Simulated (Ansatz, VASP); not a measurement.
# One calculation of I, two programs

```
CELL_PARAMETERS angstrom
0.00000 2.29163 4.16633
2.12369 0.00000 4.16633
2.12369 2.29163 0.00000
ATOMIC_POSITIONS crystal
I 0.00000 0.00000 0.00000
```

Alike in both runs: task single point; functional LDA; k mesh 18 × 18 × 18; occupations gaussian, width 0.15 eV; no spin polarisation.

|  | VASP | Ansatz |
| --- | --- | --- |
| version | VASP 6.6.1 | Ansatz 0.2.0 |
| potentials or method | VASP PAW LDA potentials, release 64 (I) | scalar-relativistic, plane waves, PAW |
| plane-wave cutoff (eV) | 520 | 420 |
| valence electrons in the cell | 7 | 17 |

|  | VASP | Ansatz | Ansatz less VASP |
| --- | --- | --- | --- |
| gap on the k mesh at the Fermi level (eV) | none | none | - |
| pressure (GPa) | 0.4 | 0.4 | -0.01 |
| largest component of the traceless stress (GPa) | 1.68 | 1.65 | -0.021 |

A gap of «none» marks a metal or a gap that the smearing closes. The two sets of potentials don't hold the same shells in valence.

Caveats: an odd number of electrons without spin polarisation forces a metal; a magnetic or distorted state may lie lower. The runs have no spin-orbit coupling, so splittings on I are missing.
